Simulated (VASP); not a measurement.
# Ce (P6_3/mmc) in VASP: notebook

The runs below take Ce through single point, with LDA, PBE.

Everything below comes from runs of VASP 6.6.1. Logs are shortened: lines on timing, memory, paths and dates and some standing lists are left out, and cuts for length are marked.

## (1) The crystal as given

The structure is hexagonal, space group P6_3/mmc (No. 194). The conventional cell has a = 3.650 Å, b = 3.650 Å, c = 5.960 Å, α = 90.00°, β = 90.00°, γ = 120.00°. Ce (site symmetry -6m2) is surrounded by 12 Ce at 3.65 Å.

This isn't the form of Ce at room conditions, which is fcc.

## (2) Single point, LDA, collinear spin, ferromagnetic start

The input, run.py:

```python
from ase.calculators.vasp import Vasp
from ase.dft.bandgap import bandgap
from ase.spacegroup import crystal

atoms = crystal(
    ['Ce'],
    basis=[[0.6666666667, 0.3333333333, 0.75]],
    spacegroup=194,
    setting=1,
    cellpar=[3.65, 3.65, 5.96, 90.0, 90.0, 120.0],
    primitive_cell=True,
)
atoms.set_initial_magnetic_moments([1.0, 1.0])
calc = Vasp(
    directory='calc',
    xc='lda',
    pp='LDA',
    setups='gw',
    prec='Accurate',
    encut=550,
    ediff=1e-06,
    ismear=0,
    sigma=0.05,
    lreal=False,
    lasph=True,
    nelm=120,
    algo='Normal',
    isif=2,
    lwave=False,
    lcharg=False,
    ispin=2,
    lorbit=11,
    lmaxmix=6,
    kpts=[8, 8, 5],
    gamma=True,
)
atoms.calc = calc

print('energy (eV):', atoms.get_potential_energy())
print('free energy (eV):', atoms.get_potential_energy(force_consistent=True))
print('forces (eV/A):')
print(atoms.get_forces())
print('stress (eV/A^3, Voigt):', atoms.get_stress())
print('Fermi level (eV):', calc.get_fermi_level())
print('moment (muB):', atoms.get_magnetic_moment())
print('site moments (muB):', atoms.get_magnetic_moments())
gap, top, bottom = bandgap(calc)
print('band gap (eV):', gap, 'from (spin, k, band)', top, 'to', bottom)
```

Potentials or basis: VASP PAW LDA potentials, release 64 (Ce_GW).

Started as:

```sh
$ python run.py
```

Standard output:

```text
energy (eV): -12.73577166
free energy (eV): -12.74341268
forces (eV/A):
[[ 0. -0.  0.]
 [-0.  0.  0.]]
stress (eV/A^3, Voigt): [ 0.05475931  0.05475931  0.05370189  0.         -0.          0.        ]
Fermi level (eV): 6.52204622
moment (muB): 1.4527201
site moments (muB): [0.597 0.597]
band gap (eV): 0.0 from (spin, k, band) (None, None, None) to (None, None, None)
```

OUTCAR:

```text
ENCUT = 550.000000
   EDIFF = 1.00e-06
   PREC = Accurate
   ISIF = 2
   ISMEAR = 0
   ISPIN = 2
   LORBIT = 11
   NELM = 120
   LASPH = .TRUE.
   LREAL = .FALSE.

 ion  position               nearest neighbor table
   1  0.667  0.333  0.750-
   2  0.333  0.667  0.250-

  LATTYP: Found a hexagonal cell.
 ALAT       =     3.6500000000
 C/A-ratio  =     1.6328767123

  Lattice vectors:

 A1 = (   3.6500000000,   0.0000000000,   0.0000000000)
 A2 = (  -1.8250000000,   3.1609927238,   0.0000000000)
 A3 = (   0.0000000000,   0.0000000000,   5.9600000000)

Analysis of symmetry for initial positions (statically):
=====================================================================
 Subroutine PRICEL returns:
 Original cell was already a primitive cell.

 Routine SETGRP: Setting up the symmetry group for a
 hexagonal supercell.

 Subroutine GETGRP returns: Found 24 space group operations
 (whereof 12 operations were pure point group operations)
 out of a pool of 24 trial point group operations.

The static configuration has the point symmetry D_3d.
 The point group associated with its full space group is D_6h.

Analysis of symmetry for dynamics (positions and initial velocities):
=====================================================================
 Subroutine PRICEL returns:
 Original cell was already a primitive cell.

 Routine SETGRP: Setting up the symmetry group for a
 hexagonal supercell.

 Subroutine GETGRP returns: Found 24 space group operations
 (whereof 12 operations were pure point group operations)
 out of a pool of 24 trial point group operations.

The dynamic configuration has the point symmetry D_3d.
 The point group associated with its full space group is D_6h.

Analysis of structural, dynamic, and magnetic symmetry:
=====================================================================
 Subroutine PRICEL returns:
 Original cell was already a primitive cell.

 Routine SETGRP: Setting up the symmetry group for a
 hexagonal supercell.

 Subroutine GETGRP returns: Found 24 space group operations
 (whereof 12 operations were pure point group operations)
 out of a pool of 24 trial point group operations.

The overall configuration has the point symmetry D_3d.
 The point group associated with its full space group is D_6h.

 Subroutine INISYM returns: Found 24 space group operations
 (whereof 12 operations are pure point group operations),
 and found     1 'primitive' translations

----------------------------------------------------------------------------------------

                                     Primitive cell

  volume of cell :      68.7642

  direct lattice vectors                    reciprocal lattice vectors
     3.650000000  0.000000000  0.000000000     0.273972603  0.158178156  0.000000000
    -1.825000000  3.160992724  0.000000000     0.000000000  0.316356312  0.000000000
     0.000000000  0.000000000  5.960000000     0.000000000  0.000000000  0.167785235

  length of vectors
     3.650000000  3.650000000  5.960000000     0.316356312  0.316356312  0.167785235

  position of ions in fractional coordinates (direct lattice)
     0.666666667  0.333333333  0.750000000
     0.333333333  0.666666667  0.250000000

  ion indices of the primitive-cell ions
   primitive index   ion index
[... 71 lines left out ...]
   LASPH  =      T    aspherical Exc in radial PAW
   ENCUT  =  550.0 eV  40.42 Ry    6.36 a.u.   6.98  6.98 11.40*2*pi/ulx,y,z
   NELM   =    120;   NELMIN=  2; NELMDL= -5     # of ELM steps
   EDIFF  = 0.1E-05   stopping-criterion for ELM
   LREAL  =      F    real-space projection
   EDIFFG = 0.1E-04   stopping-criterion for IOM
   NSW    =      0    number of steps for IOM
   IBRION =     -1    ionic relax: 0-MD 1-quasi-New 2-CG
   NFREE  =      0    steps in history (QN), initial steepest desc. (CG)
   ISIF   =      2    stress and relaxation
   ISYM   =      2    0-nonsym 1-usesym 2-fastsym
   POTIM  = 0.5000    time-step for ionic-motion
   TEBEG  =    0.0;   TEEND  =   0.0 temperature during run
   PSTRESS=    0.0 pullay stress
   NELECT =      24.0000    total number of electrons
   NUPDOWN=      -1.0000    fix difference up-down
   EMIN   =  10.00;   EMAX   =-10.00  energy-range for DOS
   EFERMI =   0.00;   METHOD = LEGACY
   ISMEAR =     0;   SIGMA  =   0.05  broadening in eV -4-tet -1-fermi 0-gaus
   EFERMI_NEDOS =   21; number of points for ismear=-14 and -15
   IALGO  =     38    algorithm
   IMIX   =      4    mixing-type and parameters
     AMIX     =   0.40;   BMIX     =  1.00
     AMIX_MAG =   1.60;   BMIX_MAG =  1.00
  volume/ion in A,a.u.               =      34.38       232.02
  Fermi-wavevector in a.u.,A,eV,Ry     =   1.152633  2.178160 18.076194  1.328563
  Thomas-Fermi vector in A             =   2.289283
   LORBIT       =     11    0 simple, 1 ext, 2 COOP (PROOUT), +10 PAW based schemes
   GGA     = CA    functional components
   LHFCALC =     F    Hartree Fock is set to
   AEXX    =    0.0000 exact exchange contribution
   IVDW    =     0    specifies the selected vdW correction
   LEPSILON=     F    determine dielectric tensor
   LRPA    =     F    only Hartree local field effects (RPA)
 spin polarized calculation
 Gauss-broadening in eV      SIGMA  =   0.05
  energy-cutoff  :      550.00
  volume of cell :       68.76
 maximum number of plane-waves:      2031
 NGX is ok and might be reduce to    28
   NGX = 13   NGY = 13   NGZ = 23

 number of electron      24.0000000 magnetization       1.4527201

 Free energy of the ion-electron system (eV)
  ---------------------------------------------------
  ext. energy  EPLUGINS =         0.00000000
  ---------------------------------------------------
  free energy    TOTEN  =       -12.74341268 eV

  energy without entropy =      -12.72813065  energy(sigma->0) =      -12.73577166

 E-fermi :   6.5220     XC(G=0): -10.2786

 val. band max:        6.5195103827   @ k =   0.3750   0.1250   0.4000
 cond. band min:       6.5224799954   @ k =   0.3750   0.2500   0.2000
 fundamental gap:      0.0029696127
 Fermi energy:         6.5220462197

 spin component 1

 k-point     1 :       0.0000    0.0000    0.0000
  band No.  band energies     occupation
      1     -28.0703      1.00000
      2     -27.8676      1.00000
      3     -11.5617      1.00000
      4     -10.3056      1.00000
      5     -10.3056      1.00000
      6     -10.1196      1.00000
[... 459 lines left out ...]
      6     -10.4860      1.00000
[... 9 lines left out ...]
     16       6.7427      0.00000
     17       6.7465      0.00000

 [... further k-points ...]

 spin component 2

 k-point     1 :       0.0000    0.0000    0.0000
  band No.  band energies     occupation
      1     -27.7992      1.00000
      2     -27.5936      1.00000
      3     -11.3361      1.00000
      4     -10.0750      1.00000
      5     -10.0750      1.00000
      6      -9.8875      1.00000
[... 459 lines left out ...]
      6     -10.2580      1.00000
[... 9 lines left out ...]
     16       7.0537      0.00000
     17       7.0812      0.00000

 [... further k-points ...]

------------------------ aborting loop because EDIFF is reached ----------------------------------------

  FORCE on cell =-STRESS in cart. coord.  units (eV):
  Direction    XX          YY          ZZ          XY          YZ          ZX
  --------------------------------------------------------------------------------------
  -------------------------------------------------------------------------------------
  Total       -3.7654802     -3.7654802     -3.6927680     -0.0000000      0.0000000      0.0000000
  in kB      -87.7340819    -87.7340819    -86.0399177     -0.0000000      0.0000000      0.0000000
  external PRESSURE =     -87.1693605 kB  Pullay stress =       0.0000000 kB

 VOLUME and BASIS-vectors are now :
 -----------------------------------------------------------------------------
  energy-cutoff  :      550.00
  volume of cell :       68.76
      direct lattice vectors                 reciprocal lattice vectors
     3.650000000  0.000000000  0.000000000     0.273972603  0.158178156  0.000000000
    -1.825000000  3.160992724  0.000000000     0.000000000  0.316356312  0.000000000
     0.000000000  0.000000000  5.960000000     0.000000000  0.000000000  0.167785235

 POSITION                                       TOTAL-FORCE (eV/Angst)
 -----------------------------------------------------------------------------------
      1.82500      1.05366      4.47000         0.000000     -0.000000      0.000000
     -0.00000      2.10733      1.49000        -0.000000      0.000000      0.000000
 -----------------------------------------------------------------------------------
    total drift:                               -0.000000      0.000000     -0.000000

  FREE ENERGIE OF THE ION-ELECTRON SYSTEM (eV)
  ---------------------------------------------------
  free  energy   TOTEN  =       -12.7434126768 eV

  energy  without entropy=      -12.7281306496  energy(sigma->0) =      -12.73577166

 total charge

# of ion       s       p       d       f       tot
--------------------------------------------------
    1        2.016   5.472   0.803   1.016   9.306
    2        2.016   5.472   0.803   1.016   9.306
--------------------------------------------------
tot          4.033  10.943   1.605   2.031  18.612

 magnetization (x)

# of ion       s       p       d       f       tot
--------------------------------------------------
    1        0.004  -0.010   0.039   0.563   0.597
    2        0.004  -0.010   0.039   0.563   0.597
--------------------------------------------------
tot          0.008  -0.020   0.078   1.127   1.194
```

INCAR:

```text
ENCUT = 550.000000
SIGMA = 0.050000
EDIFF = 1.00e-06
ALGO = Normal
PREC = Accurate
ISIF = 2
ISMEAR = 0
ISPIN = 2
LMAXMIX = 6
LORBIT = 11
NELM = 120
LASPH = .TRUE.
LCHARG = .FALSE.
LWAVE = .FALSE.
LREAL = .FALSE.
MAGMOM = 2*1.0000
```

Run time: 2.9 min. Hardware: 1 thread of Intel Xeon Platinum 8259CL at 2.50GHz (Skylake/Cascade Lake), shared host; peak memory 0.22 GiB.

Results:

```yaml
Free_energy: -12.7434 eV
Pressure: -8.7 GPa
Band_gap_on_the_k_mesh: none (metal or under the smearing width)
Net_moment: 1.45 μB per cell
Site_moments: Ce +0.60 μB
Valence_electrons_inside_the_program's_atomic_spheres: Ce 9.31
```

Levels at points of the mesh, in eV from the Fermi level:
Spin up:
| k point | band 9 | band 10 | band 11 | band 12 | band 13 | band 14 | band 15 | band 16 | band 17 |
| --- | --- | --- | --- | --- | --- | --- | --- | --- | --- |
| (0.00, 0.00, 0.00) | -3.32 | -1.82 | -0.15 | -0.05 | 0.02 | 0.17 | 0.17 | 0.25 | 0.25 |
| (0.50, 0.00, 0.00) | -1.64 | -1.23 | -1.19 | -0.06 | 0.10 | 0.19 | 0.19 | 0.24 | 0.26 |
Spin down:
```
           k point  band 7  band 8  band 9  band 10  band 11  band 12  band 13  band 14  band 15  band 16
(0.00, 0.00, 0.00)  -16.41  -16.39   -3.18    -1.66     0.20     0.37     0.39     0.52     0.52     0.58
(0.50, 0.00, 0.00)  -16.74  -16.60   -1.50    -1.07    -1.06     0.32     0.40     0.49     0.54     0.54
```

Caveat: the magnetic or orbital state may not be the lowest; spin-orbit coupling is left out, which moves the levels of the heavy elements. The state reached can hang on the start; a lower one may exist.

## (3) Single point, PBE, collinear spin, ferromagnetic start

The input, INCAR:

```
SYSTEM = Ce
PREC     = Accurate       ! precision mode
ENCUT    = 520            ! plane-wave cutoff, eV
EDIFF    = 1E-6           ! SCF threshold, eV
ISMEAR   = -1             ! smearing method
SIGMA    = 0.05           ! smearing width, eV
LREAL    = .FALSE.        ! projectors in reciprocal space
LASPH    = .TRUE.         ! aspherical terms in the spheres
NELM     = 120            ! most SCF steps
ALGO     = Normal         ! electronic algorithm
ISIF     = 2              ! what is computed and relaxed
LWAVE    = .FALSE.        ! write WAVECAR
LCHARG   = .FALSE.        ! write CHGCAR
ISPIN    = 2              ! spin polarisation
MAGMOM   = 2.5 2.5        ! initial moments
LORBIT   = 11             ! projections on sites
LMAXMIX  = 6              ! l up to which the mixer works
GGA      = PE             ! functional
NBANDS   = 23             ! bands
```

The input, KPOINTS:

```
Automatic mesh
0
G
  8 8 5
  0 0 0
```

The input, POSCAR:

```
Ce
1.0
    3.6500000000      0.0000000000      0.0000000000
   -1.8250000000      3.1609927238      0.0000000000
    0.0000000000      0.0000000000      5.9600000000
Ce
2
Direct
    0.6666666667      0.3333333333      0.7500000000
    0.3333333333      0.6666666667      0.2500000000
```

Potentials or basis: VASP PAW PBE potentials, release 64 (Ce).

Started as:

```sh
$ cat potpaw_PBE.64/Ce/POTCAR > POTCAR
$ mpirun -np 1 vasp_std > vasp.out
```

OUTCAR:

```text
SYSTEM = Ce
   PREC = Accurate
   ENCUT = 520
   EDIFF = 1E-6
   ISMEAR = -1
   LREAL = .FALSE.
   LASPH = .TRUE.
   NELM = 120
   ISIF = 2
   ISPIN = 2
   LORBIT = 11
   GGA = PE

 ion  position               nearest neighbor table
   1  0.667  0.333  0.750-
   2  0.333  0.667  0.250-

  LATTYP: Found a hexagonal cell.
 ALAT       =     3.6500000000
 C/A-ratio  =     1.6328767123
[... 1469 lines left out ...]
  in kB      -41.6904032    -41.6904032    -40.5642249      0.0000000      0.0000000      0.0000000
  external PRESSURE =     -41.3150104 kB  Pullay stress =       0.0000000 kB

 VOLUME and BASIS-vectors are now :
 -----------------------------------------------------------------------------
  energy-cutoff  :      520.00
  volume of cell :       68.76
      direct lattice vectors                 reciprocal lattice vectors
     3.650000000  0.000000000  0.000000000     0.273972603  0.158178156  0.000000000
    -1.825000000  3.160992724  0.000000000     0.000000000  0.316356312  0.000000000
     0.000000000  0.000000000  5.960000000     0.000000000  0.000000000  0.167785235

 POSITION                                       TOTAL-FORCE (eV/Angst)
 -----------------------------------------------------------------------------------
      1.82500      1.05366      4.47000         0.000000     -0.000000      0.000000
     -0.00000      2.10733      1.49000        -0.000000      0.000000      0.000000
 -----------------------------------------------------------------------------------
    total drift:                               -0.000000      0.000000     -0.000000

  FREE ENERGIE OF THE ION-ELECTRON SYSTEM (eV)
  ---------------------------------------------------
  free  energy   TOTEN  =       -11.4608300778 eV

  energy  without entropy=      -11.3820592836  energy(sigma->0) =      -11.42144468

 total charge

# of ion       s       p       d       f       tot
--------------------------------------------------
    1        2.094   5.614   0.944   1.009   9.661
    2        2.094   5.614   0.944   1.009   9.661
--------------------------------------------------
tot          4.189  11.227   1.888   2.018  19.321

 magnetization (x)

# of ion       s       p       d       f       tot
--------------------------------------------------
    1        0.004   0.006   0.076   0.683   0.769
    2        0.004   0.006   0.076   0.683   0.769
--------------------------------------------------
tot          0.008   0.011   0.153   1.366   1.538
```

stdout:

```text
POSCAR found type information on POSCAR Ce
 POSCAR found :  1 types and       2 ions
 scaLAPACK will be used
 LDA part: xc-table for (Slater+PW92), standard interpolation
 POSCAR, INCAR and KPOINTS ok, starting setup
 FFT: planning ... GRIDC
 FFT: planning ... GRID_SOFT
 FFT: planning ... GRID
 WAVECAR not read
 entering main loop
```

It took 89 s on 1 thread of Intel Xeon Platinum 8559C (Emerald Rapids), shared host; peak memory 0.26 GiB.

Results:

```
Free energy                                           : -11.4608 eV
Pressure                                              : -4.1 GPa
Band gap on the k mesh                                : none (metal or under the smearing width)
Net moment                                            : 1.87 μB per cell
Site moments                                          : Ce +0.77 μB
Valence electrons inside the program's atomic spheres : Ce 9.66
```

Stress tensor (GPa, compression positive):
```
-4.17  0.00  0.00
 0.00 -4.17  0.00
 0.00  0.00 -4.06
```

Caveat: the magnetic or orbital state may not be the lowest; spin-orbit coupling is left out, which moves the levels of the heavy elements. The state reached can hang on the start; a lower one may exist.

## (4) For comparison

An earlier run on the cell as given: functional PBE; potentials or basis VASP PAW PBE potentials, release 64 (Ce); cutoff 520 eV; k mesh 8 × 8 × 5; occupations fermi-dirac, width 0.05 eV; collinear spin, ferromagnetic start; starting moments [1.0, 1.0] μB.

- Pressure: -4.1 GPa
- Band gap on the k mesh: none (metal or under the smearing width)
- Net moment: 1.87 μB per cell
- Site moments: Ce +0.77 μB
- Valence electrons inside the program's atomic spheres: Ce 9.66
